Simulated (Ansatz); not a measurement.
# Ga2SbN: the cell at several levels of theory

Aim: relax an ordered 8-atom cell of Ga2SbN on the zincblende lattice (P-4m2) with PBE and r2SCAN and see how far the functionals disagree on the cell. This is a trial cell built on a prototype, not taken from a measured structure, and it needn't be the compound's ground state.

Program: Ansatz 0.2.0. PAW datasets, plane waves, zero pressure. (Calculated; spin-unpolarised; the phase may be known or hypothetical.)

## 1. The system as given

This is the cell as the run starts from it, not yet at rest; its lengths are not the crystal's.

The symmetry is P-4m2 (No. 115, tetragonal); a = 3.599 Å, c = 10.179 Å in the conventional setting, 16.48 Å³ an atom. N has 4 Ga at 2.20 Å; Ga has 4 N at 2.20 Å; Ga has 2 N at 2.20 Å and 2 Sb at 2.20 Å; Sb has 4 Ga at 2.20 Å; Ga has 4 Sb at 2.20 Å.

As a file:

```xyz
8
Lattice="3.5989 0.0000 0.0000 0.0000 3.5989 0.0000 0.0000 0.0000 10.1791" Properties=species:S:1:pos:R:3 pbc="T T T"
N     1.7994    0.0000    1.2724
Ga    1.7994    1.7994    0.0000
N     0.0000    1.7994    8.9068
Ga    0.0000    0.0000    7.6344
Sb    1.7994    0.0000    6.3620
Ga    1.7994    1.7994    5.0896
Sb    0.0000    1.7994    3.8172
Ga    0.0000    0.0000    2.5448
```

## 2. PBE: cell and atoms

Contents of input.yaml:

```yaml
crystal:
  lattice:
    - [3.5988719798, 0.0, 0.0]
    - [0.0, 3.5988719798, 0.0]
    - [0.0, 0.0, 10.179147126]
  atoms:
    - { symbol: "N", position: [0.5, 0.0, 0.125] }
    - { symbol: Ga, position: [0.5, 0.5, 0.0] }
    - { symbol: "N", position: [0.0, 0.5, 0.875] }
    - { symbol: Ga, position: [0.0, 0.0, 0.75] }
    - { symbol: Sb, position: [0.5, 0.0, 0.625] }
    - { symbol: Ga, position: [0.5, 0.5, 0.5] }
    - { symbol: Sb, position: [0.0, 0.5, 0.375] }
    - { symbol: Ga, position: [0.0, 0.0, 0.25] }
kpoints:
  mp_grid: { grid: [6, 6, 2] }
hamiltonian:
  xc: pbe
scf:
  occupations: { method: fermi_dirac, width: 0.02 }
relax:
  f_tol: 0.005
  cell: {}
```

Launch:

```
ansatz run input.yaml --threads 2 --pin off --max-ram 20275MiB --backend cpu --events-out ev --progress --plain --runs-dir out
```

Further steps of the session: Relaxing with r2SCAN.

Before running it: what results should come out? Wanted: for each run, a; c; volume; space group; SCF geometries.

As calculated:

```
 level  a (Å)   c (Å)  volume (Å³/atom)  space group  SCF geometries
   PBE  3.718  11.360            19.625        P-4m2              14
r2SCAN  3.792  10.412            18.717        P-4m2              12
```

In words: The first relaxation changed the volume by +19.1 % from the start. r2SCAN gives the smallest cell and PBE the largest; they differ by 4.9 % in volume, a mean of 1.6 % in length.
